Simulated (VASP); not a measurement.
Input of a VASP 6.6.1 run:

The input INCAR:

```
ALGO = Normal ; EDIFF = 1E-7
EDIFFG = -0.005 ; ENCUT = 600
GGA = RP ; IBRION = 2
ISIF = 3 ; ISMEAR = 0
LASPH = T ; LCHARG = F
LREAL = F ; LWAVE = F
NELM = 60 ; NSW = 90
PREC = Accurate ; SIGMA = 0.1
```

File KPOINTS:

```
k-points
0
Gamma
  18 18 18
```

POSCAR

```
Ta
1.0
    0.0000000000      2.0800838200      2.0800838200
    2.0800838200      0.0000000000      2.0800838200
    2.0800838200      2.0800838200      0.0000000000
Ta
1
Direct
    0.0000000000      0.0000000000      0.0000000000
```

Potentials or basis: VASP PAW PBE potentials, release 64 (Ta_pv).

Command:

```console
$ cat potpaw_PBE.64/Ta_pv/POTCAR > POTCAR
$ mpirun -np 1 vasp_std > vasp.out
```

Task: Estimate the relaxed volume.

Result: 19.16 Å³/atom.

Task: What does it give for the band gap on the k mesh?

Result: None (metal or under the smearing width).

Step by step:
```tsv
step	energy change (eV)	largest force (eV/Å)	pressure (GPa)	volume (Å³)
1	0.0000	0.0000	12.89	18.00
2	0.1549	0.0000	-19.77	22.04
3	-0.0443	0.0000	-0.54	19.22
4	-0.0444	0.0000	-0.03	19.16
```

Caveat: the PAW data sets were made with another functional, which shifts forces and pressure a little. The run has no spin-orbit coupling, so splittings on Ta are missing.
